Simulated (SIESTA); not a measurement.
The system is Bi2Se3 (Paraguanajuatite).

```
CELL_PARAMETERS angstrom
2.07150 1.19598 9.54533
-2.07150 1.19598 9.54533
0.00000 -2.39196 9.54533
ATOMIC_POSITIONS crystal
Bi 0.59920 0.59920 0.59920
Bi 0.40080 0.40080 0.40080
Se 0.78830 0.78830 0.78830
Se 0.21170 0.21170 0.21170
Se 0.00000 0.00000 0.00000
```

- Program: SIESTA 5.4.2
- Task: single point
- Functional: PBE
- Potentials or basis: PseudoDojo 0.4 standard (PBE files)
- Basis: DZP (energy shift 0.003 Ry; two zetas on semicore shells)
- Grid cutoff: 500 Ry
- Energy shift: 0.003 Ry
- k mesh: 8 × 8 × 8
- Occupations: fermi-dirac, width 0.05 eV
- Spin: no spin polarisation

On this cell: pressure 4.3 GPa; largest force 0.484 eV/Å; band gap on the k mesh 0.23 eV, direct.

The same run follows on a disturbed copy (atoms moved at random, drawn with an rms of 0.05 Å):

```
CELL_PARAMETERS angstrom
2.07150 1.19598 9.54533
-2.07150 1.19598 9.54533
0.00000 -2.39196 9.54533
ATOMIC_POSITIONS crystal
Bi 0.59792 0.59798 0.59907
Bi 0.40222 0.39696 0.39972
Se 0.79837 0.79320 0.77654
Se 0.21449 0.20833 0.21334
Se 0.99871 0.00463 0.99892
```

What changes?

The energy moves by +2.7 meV/atom; pressure 4.1 GPa; largest force 0.721 eV/Å; band gap on the k mesh 0.33 eV, direct.

Forces in eV/Å, atoms in the order of the input:
```
Bi   0.044 -0.027  0.719
Bi  -0.029  0.136  0.083
Se  -0.021 -0.186  0.122
Se  -0.078  0.053 -0.667
Se   0.084  0.024 -0.255
```

Stress tensor (GPa, compression positive):
```
 4.50 -0.03  0.05
-0.03  3.98 -0.45
 0.05 -0.45  3.86
```

Caveats: spin-orbit coupling is left out, which as a rule narrows the gap of such compounds by several tenths of an eV; the basis of atomic orbitals isn't converged, which shifts pressures, moduli and gaps.

A k mesh can miss the band edges.
